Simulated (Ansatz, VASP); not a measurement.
Be: VASP beside Ansatz

File INCAR:

```
SYSTEM = Be
PREC     = Accurate       ! precision mode
ENCUT    = 520            ! plane-wave cutoff, eV
EDIFF    = 1E-7           ! SCF threshold, eV
ISMEAR   = -1             ! smearing method
SIGMA    = 0.1            ! smearing width, eV
LREAL    = .FALSE.        ! projectors in reciprocal space
LASPH    = .TRUE.         ! aspherical terms in the spheres
NELM     = 80             ! most SCF steps
ALGO     = Normal         ! electronic algorithm
ISIF     = 2              ! what is computed and relaxed
LWAVE    = .FALSE.        ! write WAVECAR
LCHARG   = .FALSE.        ! write CHGCAR
GGA      = PS             ! functional
NBANDS   = 9              ! bands
```

KPOINTS

```
Automatic mesh
0
G
  20 20 10
  0 0 0
```

The input POSCAR:

```
Be
1.0
   -1.5591624203      1.2782312270      1.1406897482
    1.2782312270     -1.5591624203      1.1406897482
    2.8193435940      2.8193435940     -1.6552157433
Be
2
Direct
    0.9583892371      0.0416107629      1.0000000000
    0.7916107629      0.2083892371      0.5000000000
```

Input for Ansatz:

```yaml
crystal:
  lattice:
    - [-1.5591624203, 1.278231227, 1.1406897482]
    - [1.278231227, -1.5591624203, 1.1406897482]
    - [2.819343594, 2.819343594, -1.6552157433]
  atoms:
    - { symbol: Be, position: [0.9583892371, 0.0416107629, 1.0] }
    - { symbol: Be, position: [0.7916107629, 0.2083892371, 0.5] }
hamiltonian:
  xc: pbesol
  pseudopotentials:
    kind: paw
    azcp:
      Be: "pseudopotentials/Be.paw.azcp"
basis:
  ecutwfc: 420
  fft_grid_basis: typed
kpoints:
  mp_grid: { grid: [20, 20, 10], shift: [0, 0, 0] }
magnetization:
  spin_polarized: false
scf:
  occupations: { method: fermi_dirac, width: 0.1 }
  lower_state_search: "off"
output:
  stress: true
  write_density: true
  write_potential: true
  elf: true
  volumetric_format: npy
```

Alike in both runs: task single point; functional PBEsol; k mesh 20 × 20 × 10; occupations fermi-dirac, width 0.1 eV; no spin polarisation.

|  | VASP | Ansatz |
| --- | --- | --- |
| version | VASP 6.6.1 | Ansatz 0.2.0 |
| potentials or method | VASP PAW PBE potentials, release 64 (Be) | plane waves (420 eV) with PAW, scalar-relativistic |
| plane-wave cutoff (eV) | 520 | 420 |
| valence electrons in the cell | 4 | 4 |

|  | VASP | Ansatz | Ansatz less VASP |
| --- | --- | --- | --- |
| pressure (GPa) | -8.1 | -8.4 | -0.30 |
| largest component of the traceless stress (GPa) | 0.66 | 0.69 | +0.032 |

With one functional, cell and mesh, what is left measures potentials, basis and numerics. Ansatz warned: «pseudo_functional_mismatch».

Caveats: the PAW data sets were made with another functional, which shifts forces and pressure a little (VASP).
